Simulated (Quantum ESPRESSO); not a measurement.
Mo: phonon dispersion with LDA

Crystal: Mo.

```
Mo
1.0
    -1.58381    1.58381    1.58381
     1.58381   -1.58381    1.58381
     1.58381    1.58381   -1.58381
Mo
1
Direct
  0.00000 0.00000 0.00000
```

```json
{
 "Program": "Quantum ESPRESSO 7.5",
 "Task": "phonon dispersion",
 "Functional": "LDA",
 "Potentials or basis": "GBRV 1.5 LDA",
 "Cutoff": "612 eV",
 "Density cutoff": "4898 eV",
 "k mesh": "12 × 12 × 12",
 "Occupations": "cold, width 0.2 eV",
 "Spin": "no spin polarisation",
 "Form of the LDA correlation": "PZ81",
 "Mixing beta": "0.5",
 "Most SCF iterations": "120",
 "SCF threshold": "2e-10 Ry",
 "q mesh": "3 × 3 × 3"
}
```

```yaml
Relaxed_volume: 15.03 Å³/atom
Relaxed_cell: a = 2.693 Å, b = 2.693 Å, c = 2.693 Å, α = 109.47°, β = 109.47°, γ = 109.47°
Space_group_after_relaxing_to_0.05_Å: Im-3m (No. 229)
Pressure_after_relaxing: 0.0 GPa
Band_gap_on_the_k_mesh: none (metal or under the smearing width)
Highest_phonon_frequency: 284 cm⁻¹
Zero-point_energy: 0.038 eV/atom
```

The path:
| step | energy change (eV) | largest force (eV/Å) | pressure (GPa) | volume (Å³) |
| --- | --- | --- | --- | --- |
| 1 | 0.0000 | 0.0000 | -14.69 | 15.89 |
| 2 | -0.0351 | 0.0000 | 6.33 | 14.73 |
| 3 | -0.0410 | 0.0000 | -0.54 | 15.06 |
| 4 | -0.0411 | 0.0000 | -0.02 | 15.04 |
| 5 | -0.0411 | 0.0000 | 0.01 | 15.03 |

Final structure:
```
Mo
1.0
    -1.55479    1.55479    1.55479
     1.55479   -1.55479    1.55479
     1.55479    1.55479   -1.55479
Mo
1
Direct
  0.00000 0.00000 0.00000
```

Levels at points of the mesh, in eV from the Fermi level:
| k point | band 4 | band 5 | band 6 | band 7 | band 8 | band 9 | band 10 | band 11 |
| --- | --- | --- | --- | --- | --- | --- | --- | --- |
| (0.00, 0.00, 0.00) | -34.26 | -7.26 | -1.33 | -1.33 | -1.33 | 1.81 | 1.81 | 14.94 |
| (0.00, 0.00, -0.50) | -34.28 | -5.46 | -3.48 | 1.87 | 1.91 | 2.53 | 5.17 | 12.13 |
| (-0.50, -0.50, -0.50) | -35.36 | -5.65 | -5.65 | 4.35 | 4.35 | 4.35 | 9.45 | 9.45 |

Phonon frequencies in cm⁻¹ (negative: imaginary):
```tsv
q point	frequencies
(0.000, 0.000, 0.000)	0 0 0
(0.219, -0.219, 0.219)	129 129 262
(0.438, -0.438, 0.438)	237 237 253
(0.273, -0.273, 0.500)	210 241 253
(0.000, 0.000, 0.458)	190 201 267
(0.000, 0.000, 0.167)	71 99 152
(0.050, 0.050, 0.050)	67 67 112
(0.167, 0.167, 0.167)	200 200 256
(0.283, 0.150, 0.283)	231 247 247
(0.400, -0.200, 0.400)	232 239 239
(0.250, 0.250, 0.250)	244 244 244
(0.056, 0.056, 0.444)	199 206 267
```

Phonon frequencies at the corners of the path (cm⁻¹, interpolated; i marks imaginary ones):
```csv
point,frequencies
Γ,0 0 0
H,244 244 244
N,193 202 268
P,244 244 244
```

Phonon states per cell in windows of 20 cm⁻¹ (negative: imaginary):
```tsv
from (cm⁻¹)	total
0	0.00
20	0.01
40	0.02
60	0.03
80	0.05
100	0.08
120	0.12
140	0.17
160	0.25
180	0.44
200	0.58
220	0.41
240	0.38
260	0.45
280	0.01
```

Harmonic thermodynamics per atom at this volume (zero-point energy 38.4 meV, Debye temperature from the second moment 394 K):
| T (K) | free energy (meV) | entropy (k_B) | heat capacity Cv (k_B) |
| --- | --- | --- | --- |
| 50 | 38.2 | 0.14 | 0.40 |
| 100 | 36.4 | 0.77 | 1.53 |
| 200 | 23.3 | 2.20 | 2.49 |
| 298.15 | 0.0 | 3.26 | 2.75 |
| 500 | -70.4 | 4.73 | 2.91 |
| 800 | -211.8 | 6.11 | 2.96 |

Wall time 17 min on 1 thread of Arm Neoverse V2, with other jobs on the host, peak memory 0.09 GiB.

Caveat: the q mesh is small, so phonon branches between its points and thermal values are rough.
